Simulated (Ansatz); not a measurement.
Runs of Ansatz 0.2.0 on CaO. It takes space group Fm-3m (No. 225, cubic). Conventional cell: a = 4.807 Å, b = 4.807 Å, c = 4.807 Å, α = 90.00°, β = 90.00°, γ = 90.00°. Around Ca (site symmetry m-3m) lie 6 O at 2.40 Å. Around O (site symmetry m-3m) lie 6 Ca at 2.40 Å. The cell is a database's computed one.

| share of exact exchange | gap on the mesh (eV) | pressure (GPa) |
| --- | --- | --- |
| 0.05 | 4.17 | (b) |
| 0.25 | 5.53 | -0.6 |
| 0.4 | 6.60 | -2.0 |
| 0.5 | (c) | -2.9 |
| 0.2 | 5.19 | -0.2 |
| 0.15 | 4.84 | (a) |
| 0.3 | (d) | -1.1 |
| 0.1 | 4.50 | 0.7 |

Alike in all rows: task single point; level HSE06 form with a typed share of exact exchange; potentials or basis Ansatz PAW; no spin polarisation; cell as given; k mesh 5 × 5 × 5; cutoff (eV) 420; smearing fermi-dirac 0.05 eV; the mesh is coarse, so values aren't converged.

Fill in the values left out.

(a) 0.3; (b) 1.2; (c) 7.33; (d) 5.89.

Caveats: all runs use coarse meshes; odd divisions of the mesh miss points on the zone boundary, where band edges often lie, so the gap on the mesh can be too wide; the PAW data sets come from PBE, with cores solved anew for the run's functional, which leaves a small shift of forces and pressure; the thresholds are loose for stress.

A k mesh can miss the band edges.
